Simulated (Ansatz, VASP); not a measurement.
# One calculation of KF, two programs

File INCAR:

```
SYSTEM = KF
PREC = Accurate ; ENCUT = 520
EDIFF = 1E-7 ; ISMEAR = -1
SIGMA = 0.02 ; LREAL = .FALSE.
LASPH = .TRUE. ; NELM = 60
ALGO = Normal ; ISIF = 2
LWAVE = .FALSE. ; LCHARG = .TRUE.
GGA = PE ; LELF = .TRUE.
LVHAR = .TRUE. ; NBANDS = 15
```

File KPOINTS:

```
Automatic mesh
0
G
  8 8 8
  0 0 0
```

POSCAR

```
KF
1.0
    3.2265538034      0.0000000000      0.0000000000
    0.0000000000      3.2265538034      0.0000000000
    0.0000000000      0.0000000000      3.1788707423
K F
1 1
Direct
    0.0000000000      0.0000000000      0.0000000000
    0.5000000000      0.5000000000      0.5000000000
```

Input for Ansatz:

```yaml
crystal:
  lattice:
    - [3.2265538034, 0.0, 0.0]
    - [0.0, 3.2265538034, 0.0]
    - [0.0, 0.0, 3.1788707423]
  atoms:
    - { symbol: K, position: [0.0, 0.0, 0.0] }
    - { symbol: F, position: [0.5, 0.5, 0.5] }
kpoints:
  mp_grid: { grid: [8, 8, 8] }
  band_path:
    path: [[0.0, 0.0, 0.0], [0.0, 0.5, 0.0], [0.5, 0.5, 0.0], [0.5, 0.5, 0.5]]
    npoints: 1
hamiltonian:
  xc: pbe
scf:
  occupations: { method: fermi_dirac, width: 0.02 }
  n_extra_bands: 4
output:
  forces: true
  stress: true
  eigenvalues: true
  write_density: true
  write_potential: true
  elf: true
  volumetric_format: npy
```

Change from the starting cell: biaxial_xy strain +1.5%.

Alike in both runs: task single point; functional PBE; k mesh 8 × 8 × 8; occupations fermi-dirac, width 0.02 eV; no spin polarisation.

|  | VASP | Ansatz |
| --- | --- | --- |
| version | VASP 6.6.1 | Ansatz 0.2.0 |
| potentials or method | VASP PAW PBE potentials, release 64 (K_sv, F) | plane waves, PAW |
| plane-wave cutoff (eV) | 520 | 420 |
| valence electrons in the cell | 16 | 16 |

```csv
,VASP,Ansatz,Ansatz less VASP
gap on the k mesh at the Fermi level (eV),6.54,6.56,+0.019
pressure (GPa),1.7,1.6,-0.03
largest component of the traceless stress (GPa),0.89,0.89,0.000
```

With one functional, cell and mesh, what is left measures potentials, basis and numerics.

A k mesh can miss the band edges.
